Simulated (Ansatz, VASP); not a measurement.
**TiH2 in VASP and in Ansatz**

```
Ti H
1.0
    -1.59650    1.59650    2.13350
     1.59650   -1.59650    2.13350
     1.59650    1.59650   -2.13350
Ti H
1 2
Cartesian
  0.0000 0.0000 0.0000
  0.0000 1.5965 1.0668
  1.5965 0.0000 1.0668
```

Alike in both runs: task relaxation of cell and atoms; functional PBEsol; k mesh 18 × 18 × 18; occupations gaussian, width 0.1 eV; no spin polarisation.

```csv
,VASP,Ansatz
version,VASP 6.6.1,Ansatz 0.2.0
potentials or method,"VASP PAW PBE potentials, release 64 (Ti_sv, H)","scalar-relativistic, plane waves, PAW"
plane-wave cutoff (eV),600,420
valence electrons in the cell,14,14
```

|  | VASP | Ansatz | Ansatz less VASP |
| --- | --- | --- | --- |
| gap on the k mesh at the Fermi level, each at its own relaxed structure (eV) | none | none | - |
| relaxed volume (Å³/atom) | 6.96 | 6.96 | +0.001 |
| relaxed cell length with the largest relative difference (Å) | 3.054 | 3.054 | +0.0001 |
| energy change over the relaxation (meV/atom) | -5 | -5 | -0.2 |

A gap of «none» marks a metal or a gap that the smearing closes.

Caveats: the PAW data sets were made with another functional, which shifts forces and pressure a little (VASP).
